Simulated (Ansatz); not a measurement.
Method: Ansatz 0.2.0, DFT PBE, scalar-relativistic, plane waves, PAW. Settings: cutoff 420 eV, Γ-centred meshes spaced at most about 0.3 Å⁻¹, and about 0.25 Å⁻¹ or finer for metals (2π included), Gaussian smearing. No spin polarisation in the final relaxations.

These are static total energies at zero pressure.

Two forms of Be were relaxed alike.

A.

```cif
data_structure
_symmetry_space_group_name_H-M 'Im-3m'
_symmetry_Int_Tables_number 229
_cell_length_a 2.5004
_cell_length_b 2.5004
_cell_length_c 2.5004
_cell_angle_alpha 90.000
_cell_angle_beta 90.000
_cell_angle_gamma 90.000
_cell_volume 15.63
loop_
_atom_site_label
_atom_site_type_symbol
_atom_site_symmetry_multiplicity
_atom_site_Wyckoff_symbol
_atom_site_fract_x
_atom_site_fract_y
_atom_site_fract_z
_atom_site_occupancy
Be1 Be 2 a 0.00000 0.00000 0.00000 1
```

B.

```cif
data_structure
_symmetry_space_group_name_H-M 'P6_3/mmc'
_symmetry_Int_Tables_number 194
_cell_length_a 2.2643
_cell_length_b 2.2643
_cell_length_c 3.5613
_cell_angle_alpha 90.000
_cell_angle_beta 90.000
_cell_angle_gamma 120.000
_cell_volume 15.81
loop_
_atom_site_label
_atom_site_type_symbol
_atom_site_symmetry_multiplicity
_atom_site_Wyckoff_symbol
_atom_site_fract_x
_atom_site_fract_y
_atom_site_fract_z
_atom_site_occupancy
Be1 Be 2 d 0.33333 0.66667 0.75000 1
```

Question: Which would you expect to be lower, and how large is the difference?

Answer: B is lower, by 101 meV/atom. A has the bcc type, space group Im-3m (No. 229), 7.8 Å³/atom and no gap on its mesh; B has the hcp type, space group P6_3/mmc (No. 194), 7.9 Å³/atom and no gap. Counting all near atoms (those within 1.25 times the shortest distance at each site; a plus sign parts nearer from farther groups), A has Be 8+6 and B has Be 12. One comes from a distorted database cell, the other from an invented guess. The part of the Crystallography Open Database at hand lists Be in space groups No. 18, 194; sharing a group (P6_3/mmc) doesn't make a cell the listed structure.

With atoms moved at random, P6_3/mmc came back. Other cells relaxed within their symmetry can be saddle points.
